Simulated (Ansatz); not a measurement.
Wanted: the native input for an Ansatz 0.2.0 run.

```
Task                : single point
Functional          : PBE
Potentials or basis : Ansatz PAW
Cutoff              : 420 eV (not typed: the program's choice for these potentials)
k mesh              : 12 × 12 × 4
Occupations         : gaussian, width 0.023 eV
Spin                : collinear spin, ferromagnetic start
Starting moments    : [2.0, 2.0, 2.0, 2.0] μB
```

The system is Co.

```
Co
1.0
     2.47056    0.00000    0.00000
    -1.23528    2.13957    0.00000
     0.00000    0.00000    8.08823
Co
4
Direct
  0.66667 0.33333 0.75000
  0.00000 0.00000 0.50000
  0.33333 0.66667 0.25000
  0.00000 0.00000 0.00000
```

These files were run (other wordings do the same):

input.yaml

```yaml
crystal:
  lattice:
    - [2.4705617809, 0.0, 0.0]
    - [-1.2352808905, 2.1395692639, 0.0]
    - [0.0, 0.0, 8.0882338]
  atoms:
    - { symbol: Co, position: [0.6666666667, 0.3333333333, 0.75], spin: 2.0 }
    - { symbol: Co, position: [0.0, 0.0, 0.5], spin: 2.0 }
    - { symbol: Co, position: [0.3333333333, 0.6666666667, 0.25], spin: 2.0 }
    - { symbol: Co, position: [0.0, 0.0, 0.0], spin: 2.0 }
hamiltonian:
  xc: pbe
  pseudopotentials: { kind: paw }
magnetization:
  spin_polarized: true
kpoints:
  mp_grid: { grid: [12, 12, 4] }
scf:
  occupations: { method: gaussian, width: 0.023 }
output:
  forces: true
  stress: true
  eigenvalues: true
```

Potentials or basis: Ansatz PAW.

Run with:

```console
$ ansatz run input.yaml --threads 2 --pin off --max-ram 5632MiB --backend cpu --events-out ev --progress --plain --runs-dir out
```

Results of the run:

```json
{
  "Pressure": "4.7 GPa",
  "Band gap on the k mesh": "none (metal or under the smearing width)",
  "Net moment": "6.62 μB per cell",
  "Absolute moment": "7.23 μB per cell",
  "Site moments": "Co +1.74, +1.71 μB"
}
```

Run time: 3.9 s on 2 threads of AMD EPYC 9R45 96-Core Processor (Zen 5), with other jobs on the host, peak memory 0.55 GiB.
